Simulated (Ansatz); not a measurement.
# Calculated records

### From HSE06 to G0W0: BP (honeycomb bilayer)

The cell holds 4 atoms: 2 B and 2 P. Its edges and angles: a = 3.192 Å, b = 3.192 Å, c = 30.200 Å, α = 90.0°, β = 90.0°, γ = 120.0°. Regions: layer 1 (BP-hc), 2 atoms (1 B and 1 P); layer 2 (BP-hc), 2 atoms (1 B and 1 P). Vacuum lies along c.

```xyz
4
Lattice="3.1918 0.0000 0.0000 -1.5959 2.7641 0.0000 0.0000 0.0000 30.2000" Properties=species:S:1:pos:R:3
B     0.0000    1.8428   13.3623
P     1.5959    0.9214   13.3922
B     1.5959    0.9214   16.8156
P     0.0000    0.0000   16.8377
```

```
method               : G0W0 on HSE06, plane waves, PAW; PAW set soft_1 (and 1 further level or step)
program              : Ansatz 0.2.0
settings of one run  : cutoff 420 eV, 6×6×1 k-mesh, PAW set soft 1, empty bands 182, screening cutoff 45 eV, screening contour deformation, QP bands (v2, c2), shift 1
cost                 : 2 runs, 69 s in all on 4 threads of Intel Xeon 6975P-C (Granite Rapids), shared host (the runs of this entry)
notes                : In doubt: masses and optical values from hybrid runs of this build are listed as unsure (in some of the runs), which bears on the screening that GW takes from such a start. Values taken over the cell’s volume include its vacuum. The structure was relaxed with PBEsol-D3(BJ). Limits: coarse mesh for a sheet. Bands and cutoff are finite, so the gap is not at the basis limit. The miss can reach some tenths of an eV and take either sign; the mesh is an error of its own. The mesh in the plane is coarse for a sheet; gap and any exciton binding can still move on denser ones.
HSE06 gap            : 1.07 eV, direct
G0W0 gap on the mesh : 1.45 eV, from k = (0.333, 0.333, 0.000) to k = (0.333, 0.333, 0.000)
GW settings          : 6×6×1 mesh, 182 empty bands, screening to 45 eV, PAW set soft_1 files
known limits         : not at the basis limit; coarse mesh for a sheet
```

G0W0 changes the gap by +0.39 eV, from 1.07 eV to 1.45 eV on the mesh: the valence edge shifts by +0.04 eV and the conduction edge by +0.43 eV on the run's own scale; in a sheet such absolute shifts are far from their band limit. Z is 0.72 and 0.72 at the edges, as usual for well-defined quasiparticles.

### From PBEsol to G0W0: BP (honeycomb bilayer)

The cell holds 4 atoms: 2 B and 2 P. Cell: a = 3.192 Å, b = 3.192 Å, c = 30.200 Å, α = 90.0°, β = 90.0°, γ = 120.0°. Regions: layer 1 (BP-hc), 2 atoms (1 B and 1 P); layer 2 (BP-hc), 2 atoms (1 B and 1 P). Vacuum lies along c.

```
method               : G0W0 on PBEsol, plane waves, PAW; PAW set soft_1 (and 1 further level or step)
program              : Ansatz 0.2.0
settings of one run  : cutoff 420 eV, 6×6×1 k-mesh, PAW set soft 1, empty bands 392, screening cutoff 75 eV, screening contour deformation, QP bands (v2, c2), shift 2
cost                 : 2 runs, 49 s in all on 4 threads of Intel Xeon 6975P-C (Granite Rapids), shared host (the runs of this entry)
notes                : Values taken over the cell’s volume include its vacuum. The structure was relaxed with PBEsol-D3(BJ). Limits: coarse mesh for a sheet. Bands and cutoff are finite, so the gap is not at the basis limit. The miss can reach some tenths of an eV and take either sign; the mesh is an error of its own. The mesh in the plane is coarse for a sheet; gap and any exciton binding can still move on denser ones.
PBEsol gap           : 0.68 eV, direct
G0W0 gap on the mesh : 1.06 eV, from k = (0.333, 0.333, 0.000) to k = (0.333, 0.333, 0.000)
GW settings          : 6×6×1 mesh, 392 empty bands, screening to 75 eV, PAW set soft_1 files
known limits         : not at the basis limit; coarse mesh for a sheet
```

The correction moves the gap on the mesh from 0.58 eV to 1.06 eV (+0.48 eV): the valence edge shifts by −0.23 eV and the conduction edge by +0.25 eV on the run's own scale; in a sheet such absolute shifts are far from their band limit. Z is 0.65 and 0.65 at the edges.

## BP (honeycomb bilayer): band gap by G0W0 on PBEsol

The cell holds 4 atoms: 2 B and 2 P. Its edges and angles: a = 3.192 Å, b = 3.192 Å, c = 30.200 Å, α = 90.0°, β = 90.0°, γ = 120.0°. Regions: layer 1 (BP-hc), 2 atoms (1 B and 1 P); layer 2 (BP-hc), 2 atoms (1 B and 1 P). Vacuum lies along c.

```xyz
4
Lattice="3.1918 0.0000 0.0000 -1.5959 2.7641 0.0000 0.0000 0.0000 30.2000" Properties=species:S:1:pos:R:3
B     0.0000    1.8428   13.3623
P     1.5959    0.9214   13.3922
B     1.5959    0.9214   16.8156
P     0.0000    0.0000   16.8377
```

```
method               : DFT, PBEsol, plane waves, PAW; PAW set soft_1 (and 1 further level or step)
program              : Ansatz 0.2.0
settings of one run  : cutoff 420 eV, 9×9×1 k-mesh, smearing width 0.02 eV, PAW set soft 1, shift 1
cost                 : 2 runs, 49 s in all on 4 threads of Intel Xeon 6975P-C (Granite Rapids), shared host (the runs of this entry)
notes                : The program’s warnings: xc potential rough in thin density. The structure was relaxed with PBEsol-D3(BJ). Bands and cutoff are finite, so the gap is not at the basis limit. The miss can reach some tenths of an eV and take either sign; the mesh is an error of its own. The mesh in the plane is coarse for a sheet; gap and any exciton binding can still move on denser ones.
PBEsol gap           : 0.68 eV, direct
G0W0 gap on the mesh : 1.06 eV, from k = (0.333, 0.333, 0.000) to k = (0.333, 0.333, 0.000)
GW settings          : 6×6×1 mesh, 392 empty bands, screening to 75 eV, PAW set soft_1 files
known limits         : not at the basis limit; coarse mesh for a sheet
```

G0W0 changes the gap by +0.48 eV, from 0.58 eV to 1.06 eV on the mesh: the valence edge shifts by −0.23 eV and the conduction edge by +0.25 eV on the run's own scale; in a sheet such absolute shifts are far from their band limit. Z is 0.65 and 0.65 at the edges.

## BP (honeycomb bilayer): band gap by G0W0 on PBEsol

The cell holds 4 atoms: 2 B and 2 P. Cell: a = 3.191 Å, b = 3.191 Å, c = 30.600 Å, α = 90.0°, β = 90.0°, γ = 120.0°. Regions: layer 1 (BP-hc), 2 atoms (1 B and 1 P); layer 2 (BP-hc), 2 atoms (1 B and 1 P). Vacuum lies along c.

```
method               : G0W0 on PBEsol, plane waves, PAW; PAW set soft_1 (and 1 further level or step)
program              : Ansatz 0.2.0
settings of one run  : cutoff 420 eV, 6×6×1 k-mesh, PAW set soft 1, empty bands 397, screening cutoff 75 eV, screening contour deformation, QP bands (v2, c2), shift 1, turned 1
cost                 : 2 runs, 27 s in all on 4 threads of Intel Xeon 6975P-C (Granite Rapids), shared host (the runs of this entry)
notes                : Values taken over the cell’s volume include its vacuum. The program’s warnings: QP edge doubted. The structure was relaxed with PBEsol-D3(BJ). Limits: coarse mesh for a sheet. Bands and cutoff are finite, so the gap is not at the basis limit. The miss can reach some tenths of an eV and take either sign; the mesh is an error of its own. The mesh in the plane is coarse for a sheet; gap and any exciton binding can still move on denser ones. The program marks a band-edge row as in doubt, so the gap is less sure than its digits.
PBEsol gap           : 0.25 eV, direct
G0W0 gap on the mesh : 0.36 eV, from k = (0.333, 0.333, 0.000) to k = (0.333, 0.333, 0.000)
GW settings          : 6×6×1 mesh, 397 empty bands, screening to 75 eV, PAW set soft_1 files
known limits         : not at the basis limit; coarse mesh for a sheet
```

The correction moves the gap on the mesh from 0.23 eV to 0.36 eV (+0.13 eV): the valence edge shifts by −0.03 eV and the conduction edge by +0.10 eV on the run's own scale; in a sheet such absolute shifts are far from their band limit. Z is 0.60 and 0.59 at the edges, low enough that weight is lost to satellites.

[Paths, hosts, dates, memory and timing lines, banners, echoed tables and standing remarks are left out of the program output.]

[Logs are printed without paths, hosts, clocks, repeated set-up lines and the standing remarks that a program may print on its own settings, such as how far it seeks lower states.]

[Runs of the session that timed out or met a known fault of the program may be left out.]

[Cells called generated may have been cut or substituted from an entry of the Crystallography Open Database or the Materials Project.]

[Hosts, paths, dates, database ids (printed as entryN), source tags and the programs' standing remarks are cut or masked in the printed files.]
